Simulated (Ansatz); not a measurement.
# SiMo3: the cost of one run

Computed with Ansatz 0.2.0 (DFT PBE, scalar-relativistic, plane waves, PAW, unless a step's input says otherwise).

**1. The starting structure**

Symmetry: Im-3m, No. 229, cubic system. The conventional cell has a = 5.340 Å, b = 5.340 Å, c = 5.340 Å, α = 90.00°, β = 90.00°, γ = 90.00°. Si (site symmetry m-3m) is surrounded by 6 Mo at 2.67 Å. Mo (site symmetry 4/mmm) is surrounded by 2 Si at 2.67 Å and 4 Mo at 2.67 Å.

Structure file:

```cif
data_structure
_symmetry_space_group_name_H-M 'P 1'
_symmetry_Int_Tables_number 1
_cell_length_a 4.6247
_cell_length_b 4.6247
_cell_length_c 4.6247
_cell_angle_alpha 109.471
_cell_angle_beta 109.471
_cell_angle_gamma 109.471
_cell_volume 76.14
loop_
_atom_site_label
_atom_site_type_symbol
_atom_site_fract_x
_atom_site_fract_y
_atom_site_fract_z
_atom_site_occupancy
Si1 Si 0.00000 0.00000 0.00000 1
Mo1 Mo 0.00000 0.50000 0.50000 1
Mo2 Mo 0.50000 0.00000 0.50000 1
Mo3 Mo 0.50000 0.50000 0.00000 1
```

The cell is invented: random cell by space group and Wyckoff sites (Im-3m, No. 229). The dimensions are guesses.

**2. Probe: one point on a coarse mesh**

input.yaml

```yaml
crystal:
  lattice:
    - [-2.67008699, 2.67008699, 2.67008699]
    - [2.67008699, -2.67008699, 2.67008699]
    - [2.67008699, 2.67008699, -2.67008699]
  atoms:
    - { symbol: Si, position: [0.0, 0.0, 0.0] }
    - { symbol: Mo, position: [0.0, 0.5, 0.5] }
    - { symbol: Mo, position: [0.5, 0.0, 0.5] }
    - { symbol: Mo, position: [0.5, 0.5, 0.0] }
basis:
  ecutwfc: 420
kpoints:
  mp_grid: { grid: [4, 4, 4] }
hamiltonian:
  xc: pbe
scf:
  occupations: { method: gaussian, width: 0.1 }
  lower_state_search: "off"
output:
  forces: true
  stress: true
  eigenvalues: true
```

On the command line:

```
$ ansatz run input.yaml --threads 1 --pin off --max-ram 2560MiB --backend cpu --events-out ev --progress --plain --runs-dir out
```

What time and memory should one allow on 1 thread of Arm Neoverse V1, shared host?

About 1.3 s, with a peak of 0.3 GiB.
